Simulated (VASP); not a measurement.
# Ge (I4_1/amd) in VASP: relaxation of cell and atoms with LDA

Aim: the relaxation of cell and atoms of Ge with LDA.

Everything below comes from runs of VASP 6.6.1. Logs are shortened: lines on timing, memory, paths and dates and some standing lists are left out, and cuts for length are marked.

## Step 1: The structure

It takes space group I4_1/amd (No. 141, tetragonal). The conventional cell has a = 4.856 Å, b = 4.856 Å, c = 2.699 Å, α = 90.00°, β = 90.00°, γ = 90.00°. Ge (site symmetry -4m2) is surrounded by 6 Ge at 2.52 to 2.70 Å.

This isn't the form of Ge at room conditions, which is diamond.

## Step 2: Relaxation of cell and atoms, LDA, target pressure 13.3 GPa, at which the enthalpy is minimised

File INCAR:

```
PREC     = Accurate       # precision mode
ENCUT    = 600            # plane-wave cutoff, eV
EDIFF    = 1E-7           # SCF threshold, eV
ISMEAR   = 0              # smearing method
SIGMA    = 0.03           # smearing width, eV
LREAL    = False          # projectors in reciprocal space
LASPH    = True           # aspherical terms in the spheres
NELM     = 80             # most SCF steps
ALGO     = Normal         # electronic algorithm
ISIF     = 3              # what is computed and relaxed
LWAVE    = False          # write WAVECAR
LCHARG   = False          # write CHGCAR
GGA      = CA             # functional
IBRION   = 2              # ionic algorithm
NSW      = 90             # ionic steps
EDIFFG   = -0.005         # ionic threshold
PSTRESS  = 133.0
```

File KPOINTS:

```
regular mesh
0
Gamma
  14 14 14
```

File POSCAR:

```
Ge                                      
1.0
   -2.4279729720      2.4279729720      1.3495050545
    2.4279729720     -2.4279729720      1.3495050545
    2.4279729720      2.4279729720     -1.3495050545
  Ge            
     2
Direct
     0.2500000000000000    0.7500000000000000    0.5000000000000000
     0.5000000000000000    0.5000000000000000    0.0000000000000000
```

Potentials or basis: VASP PAW LDA potentials, release 64 (Ge_d).

On the command line:

```sh
cat potpaw_LDA.64/Ge_d/POTCAR > POTCAR
mpirun -np 1 vasp_std > vasp.out
```

OUTCAR:

```text
PREC = Accurate
   ENCUT = 600
   EDIFF = 1E-7
   ISMEAR = 0
   LREAL = False
   LASPH = True
   NELM = 80
   ISIF = 3
   GGA = CA
   IBRION = 2
   NSW = 90
   EDIFFG = -0.005
   PSTRESS = 133.0

 ion  position               nearest neighbor table
   1  0.250  0.750  0.500-   2 2.52   2 2.52   2 2.52   2 2.52
   2  0.500  0.500  0.000-   1 2.52   1 2.52   1 2.52   1 2.52

  LATTYP: Found a body centered tetragonal cell.
 ALAT       =     4.8559459440
 C/A-ratio  =     0.5558155177

  Lattice vectors:

 A1 = (  -2.4279729720,   2.4279729720,   1.3495050545)
 A2 = (   2.4279729720,  -2.4279729720,   1.3495050545)
 A3 = (   2.4279729720,   2.4279729720,  -1.3495050545)

Analysis of symmetry for initial positions (statically):
=====================================================================
 Subroutine PRICEL returns:
 Original cell was already a primitive cell.

 Routine SETGRP: Setting up the symmetry group for a
 body centered tetragonal supercell.

 Subroutine GETGRP returns: Found 16 space group operations
 (whereof  8 operations were pure point group operations)
 out of a pool of 16 trial point group operations.

The static configuration has the point symmetry D_2d.
 The point group associated with its full space group is D_4h.

Analysis of symmetry for dynamics (positions and initial velocities):
=====================================================================
 Subroutine PRICEL returns:
 Original cell was already a primitive cell.

 Routine SETGRP: Setting up the symmetry group for a
 body centered tetragonal supercell.

 Subroutine GETGRP returns: Found 16 space group operations
 (whereof  8 operations were pure point group operations)
 out of a pool of 16 trial point group operations.

The dynamic configuration has the point symmetry D_2d.
 The point group associated with its full space group is D_4h.

 Subroutine INISYM returns: Found 16 space group operations
 (whereof  8 operations are pure point group operations),
 and found     1 'primitive' translations

----------------------------------------------------------------------------------------

                                     Primitive cell

  volume of cell :      31.8216

  direct lattice vectors                    reciprocal lattice vectors
    -2.427972972  2.427972972  1.349505055     0.000000000  0.205933100  0.370506208
     2.427972972 -2.427972972  1.349505055     0.205933100  0.000000000  0.370506208
     2.427972972  2.427972972 -1.349505055     0.205933100  0.205933100  0.000000000

  length of vectors
     3.689345389  3.689345389  3.689345389     0.423890660  0.423890660  0.291233382

  position of ions in fractional coordinates (direct lattice)
     0.250000000  0.750000000  0.500000000
     0.500000000  0.500000000  0.000000000

  ion indices of the primitive-cell ions
   primitive index   ion index
                 1           1
                 2           2

----------------------------------------------------------------------------------------

 KPOINTS: regular mesh

Automatic generation of k-mesh.
 Grid dimensions read from file:
 generate k-points for:   14   14   14

 Generating k-lattice:

  Cartesian coordinates                     Fractional coordinates (reciprocal lattice)
     0.000000000  0.014709507  0.026464729     0.071428571  0.000000000 -0.000000000
     0.014709507  0.000000000  0.026464729     0.000000000  0.071428571 -0.000000000
     0.014709507  0.014709507  0.000000000     0.000000000  0.000000000  0.071428571

  Length of vectors
     0.030277904  0.030277904  0.020802384

  Shift w.r.t. Gamma in fractional coordinates (k-lattice)
     0.000000000  0.000000000  0.000000000

 Subroutine IBZKPT returns following result:
 ===========================================

 Found    244 irreducible k-points:

 Following reciprocal coordinates:
            Coordinates               Weight
  0.000000  0.000000  0.000000      1.000000
  0.071429 -0.000000  0.000000      8.000000
  0.142857 -0.000000  0.000000      8.000000
  0.214286 -0.000000  0.000000      8.000000
  0.285714  0.000000  0.000000      8.000000
  0.357143 -0.000000  0.000000      8.000000
[... 16 lines left out ...]
  0.214286  0.142857 -0.000000     16.000000
  0.285714  0.142857  0.000000     16.000000
 [... further k-points ...]
   k-points           NKPTS =    244   k-points in BZ     NKDIM =    244   number of bands    NBANDS=     18
   number of dos      NEDOS =    301   number of ions     NIONS =      2
   total plane-waves  NPLWV =  27000
   dimension x,y,z NGX =    30 NGY =   30 NGZ =   30
   dimension x,y,z NGXF=    60 NGYF=   60 NGZF=   60
   ions per type =               2
   NGX,Y,Z   is equivalent  to a cutoff of  13.52, 13.52, 13.52 a.u.
   NGXF,Y,Z  is equivalent  to a cutoff of  27.04, 27.04, 27.04 a.u.
 SYSTEM =  unknown system
   PREC   = accura    normal or accurate (medium, high low for compatibility)
   ISTART =      0    job   : 0-new  1-cont  2-samecut
   ICHARG =      2    charge: 1-file 2-atom 10-const
   ISPIN  =      1    spin polarized calculation?
   LNONCOLLINEAR =      F non collinear calculations
   LSORBIT =      F    spin-orbit coupling
   LASPH  =      T    aspherical Exc in radial PAW
   ENCUT  =  600.0 eV  44.10 Ry    6.64 a.u.   7.37  7.37  7.37*2*pi/ulx,y,z
   NELM   =     80;   NELMIN=  2; NELMDL= -5     # of ELM steps
   EDIFF  = 0.1E-06   stopping-criterion for ELM
   LREAL  =      F    real-space projection
   EDIFFG = -.5E-02   stopping-criterion for IOM
   NSW    =     90    number of steps for IOM
   IBRION =      2    ionic relax: 0-MD 1-quasi-New 2-CG
   NFREE  =      1    steps in history (QN), initial steepest desc. (CG)
   ISIF   =      3    stress and relaxation
   ISYM   =      2    0-nonsym 1-usesym 2-fastsym
   POTIM  = 0.5000    time-step for ionic-motion
   TEBEG  =    0.0;   TEEND  =   0.0 temperature during run
   PSTRESS=  133.0 pullay stress
   NELECT =      28.0000    total number of electrons
   NUPDOWN=      -1.0000    fix difference up-down
   EMIN   =  10.00;   EMAX   =-10.00  energy-range for DOS
   EFERMI =   0.00;   METHOD = LEGACY
   ISMEAR =     0;   SIGMA  =   0.03  broadening in eV -4-tet -1-fermi 0-gaus
   EFERMI_NEDOS =   21; number of points for ismear=-14 and -15
   IALGO  =     38    algorithm
   IMIX   =      4    mixing-type and parameters
     AMIX     =   0.40;   BMIX     =  1.00
     AMIX_MAG =   1.60;   BMIX_MAG =  1.00
  volume/ion in A,a.u.               =      15.91       107.37
  Fermi-wavevector in a.u.,A,eV,Ry     =   1.568749  2.964506 33.483573  2.460973
  Thomas-Fermi vector in A             =   2.670734
   LORBIT       =      0    0 simple, 1 ext, 2 COOP (PROOUT), +10 PAW based schemes
   GGA     = CA    functional components
   LHFCALC =     F    Hartree Fock is set to
   AEXX    =    0.0000 exact exchange contribution
   IVDW    =     0    specifies the selected vdW correction
   LEPSILON=     F    determine dielectric tensor
   LRPA    =     F    only Hartree local field effects (RPA)
 conjugate gradient relaxation of ions
 non-spin polarized calculation
 Gauss-broadening in eV      SIGMA  =   0.03
  energy-cutoff  :      600.00
  volume of cell :       31.82
 maximum number of plane-waves:      1085
 NGX is ok and might be reduce to    30
   NGX = 15   NGY = 15   NGZ = 15

--------------------------------------- Ionic step        1  -------------------------------------------

 number of electron      28.0000023 magnetization

 Free energy of the ion-electron system (eV)
  ---------------------------------------------------
  ext. energy  EPLUGINS =         0.00000000
  ---------------------------------------------------
  free energy    TOTEN  =        -9.87518009 eV

  energy without entropy =       -9.87482137  energy(sigma->0) =       -9.87500073

------------------------ aborting loop because EDIFF is reached ----------------------------------------

  FORCE on cell =-STRESS in cart. coord.  units (eV):
  Direction    XX          YY          ZZ          XY          YZ          ZX
  --------------------------------------------------------------------------------------
  -------------------------------------------------------------------------------------
  Total        2.6297498      2.6297498      2.6267161      0.0000000      0.0000000      0.0000000
  in kB      132.4045211    132.4045211    132.2517767      0.0000000      0.0000000      0.0000000
  external PRESSURE =      -0.6463937 kB  Pullay stress =     133.0000000 kB
[... 61 lines left out ...]
  enthalpy is  TOTEN    =        -7.2335932385 eV   P V=        2.6391235616

--------------------------------------- Ionic step        3  -------------------------------------------

 number of electron      28.0000023 magnetization

 Free energy of the ion-electron system (eV)
  ---------------------------------------------------
  ext. energy  EPLUGINS =         0.00000000
  ---------------------------------------------------
  free energy    TOTEN  =        -9.87454105 eV

  energy without entropy =       -9.87418203  energy(sigma->0) =       -9.87436154

 E-fermi :   8.3363     XC(G=0): -12.4066

 val. band max:        8.3337084101   @ k =  -0.1429  -0.2143   0.1429
 cond. band min:       8.3472295042   @ k =   0.5000   0.4286   0.0000
 fundamental gap:      0.0135210941
 Fermi energy:         8.3362855329

 k-point     1 :       0.0000    0.0000    0.0000
  band No.  band energies     occupation
      1     -16.7135      2.00000
      2     -16.6112      2.00000
      3     -16.6069      2.00000
      4     -16.5681      2.00000
      5     -16.4264      2.00000
      6     -16.4264      2.00000
[... 10 lines left out ...]
     17      17.1709      0.00000
     18      17.2146      0.00000
[... 466 lines left out ...]
      2     -16.5648      2.00000
      3     -16.5303      2.00000
      4     -16.5185      2.00000
      5     -16.4806      2.00000
      6     -16.4764      2.00000
[... 10 lines left out ...]
     17      11.7132      0.00000
     18      13.7751      0.00000

 [... further k-points ...]
[... 5 lines left out ...]
  --------------------------------------------------------------------------------------
  -------------------------------------------------------------------------------------
  Total        2.6395208      2.6395208      2.6350200      0.0000000      0.0000000      0.0000000
  in kB      132.9286225    132.9286225    132.7019591      0.0000000      0.0000000      0.0000000
  external PRESSURE =      -0.1469319 kB  Pullay stress =     133.0000000 kB
[... 17 lines left out ...]
  FREE ENERGIE OF THE ION-ELECTRON SYSTEM (eV)
  ---------------------------------------------------
  free  energy   TOTEN  =        -9.8745410487 eV

  energy  without entropy=       -9.8741820278  energy(sigma->0) =       -9.87436154

  enthalpy is  TOTEN    =        -7.2336029166 eV   P V=        2.6409381321

 reached required accuracy - stopping structural energy minimisation
```

It took 5.4 min on 1 thread of Intel Xeon Platinum 8259CL at 2.50GHz (Skylake/Cascade Lake), shared host; peak memory 0.26 GiB.

Results:

| Property | Result |
| --- | --- |
| Free energy | -9.8745 eV |
| Relaxed volume | 15.91 Å³/atom |
| Relaxed cell | a = 3.689 Å, b = 3.689 Å, c = 3.689 Å, α = 97.69°, β = 97.69°, γ = 137.09° |
| Space group after relaxing (to 0.05 Å) | I4_1/amd (No. 141) |
| Energy change on relaxing (the enthalpy is what falls) | +0.3 meV/atom |
| Ionic steps | 3 |
| Pressure after relaxing | 13.3 GPa |
| Band gap on the k mesh | none (metal or under the smearing width) |

Step by step:
| step | energy change (eV) | largest force (eV/Å) | pressure (GPa) | volume (Å³) |
| --- | --- | --- | --- | --- |
| 1 | 0.0000 | 0.0000 | 13.24 | 31.82 |
| 2 | 0.0025 | 0.0000 | 13.46 | 31.79 |
| 3 | 0.0006 | 0.0000 | 13.29 | 31.81 |

Final structure:
```xyz
2
Lattice="-2.4278 2.4278 1.3494 2.4278 -2.4278 1.3494 2.4278 2.4278 -1.3494" Properties=species:S:1:pos:R:3 pbc="T T T"
Ge    2.4278    0.0000    0.6747
Ge    0.0000    0.0000    1.3494
```

Caveat: the cell is relaxed towards a set pressure, so the enthalpy falls and the energy may rise.
